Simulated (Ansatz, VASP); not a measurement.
## BeS in VASP and in Ansatz

INCAR

```
ALGO = Normal
EDIFF = 1E-6
EDIFFG = -0.02
ENCUT = 900
GGA = PE
IBRION = 2
ISIF = 3
ISMEAR = -1
LASPH = T
LCHARG = F
LREAL = F
LWAVE = F
NELM = 60
NSW = 40
PREC = Accurate
SIGMA = 0.05
```

KPOINTS

```
k-points
0
Gamma
  9 9 9
```

POSCAR

```
BeS
1.0
    0.0000000000      2.4250000000      2.4250000000
    2.4250000000      0.0000000000      2.4250000000
    2.4250000000      2.4250000000      0.0000000000
S Be
1 1
Direct
    0.7500000000      0.7500000000      0.7500000000
    0.0000000000      0.0000000000      0.0000000000
```

File input.yaml:

```yaml
crystal:
  lattice:
    - [0.0, 2.425, 2.425]
    - [2.425, 0.0, 2.425]
    - [2.425, 2.425, 0.0]
  atoms:
    - { symbol: S, position: [0.75, 0.75, 0.75] }
    - { symbol: Be, position: [0.0, 0.0, 0.0] }
hamiltonian:
  xc: pbe
  pseudopotentials: { kind: paw }
kpoints:
  mp_grid: { grid: [9, 9, 9] }
scf:
  occupations: { method: fermi_dirac, width: 0.05 }
output:
  forces: true
  stress: true
  eigenvalues: true
relax:
  f_tol: 0.01
  max_steps: 40
  cell: { stress_tol: 0.05 }
```

Alike in both runs: task relaxation of cell and atoms; functional PBE; k mesh 9 × 9 × 9; occupations fermi-dirac, width 0.05 eV; no spin polarisation.

|  | VASP | Ansatz |
| --- | --- | --- |
| version | VASP 6.6.1 | Ansatz 0.2.0 |
| potentials or method | VASP PAW PBE potentials, release 64 (S_GW, Be_GW) | Ansatz PAW |
| plane-wave cutoff (eV) | 900 | 420 |
| valence electrons in the cell | 8 | 8 |

Ansatz gave:

```
gap on the k mesh at the Fermi level, each at its own relaxed structure (eV) : 3.24
relaxed volume (Å³/atom)                                                     : 14.49
relaxed cell length with the largest relative difference (Å)                 : 3.448
energy change over the relaxation (meV/atom)                                 : -1
```

Which values does VASP return?

gap on the k mesh at the Fermi level, each at its own relaxed structure (eV): 3.24; relaxed volume (Å³/atom): 14.52; relaxed cell length with the largest relative difference (Å): 3.450; energy change over the relaxation (meV/atom): -1.

Caveats: an odd mesh through Γ misses points on the zone boundary, where band edges often lie (VASP); odd divisions of the mesh miss points on the zone boundary, where band edges often lie, so the gap on the mesh can be too wide (Ansatz); the plane-wave basis is chosen anew once the cell has moved, so the energies of steps on either side of that aren't comparable (Ansatz). Zero-point motion and thermal expansion aren't in these numbers.
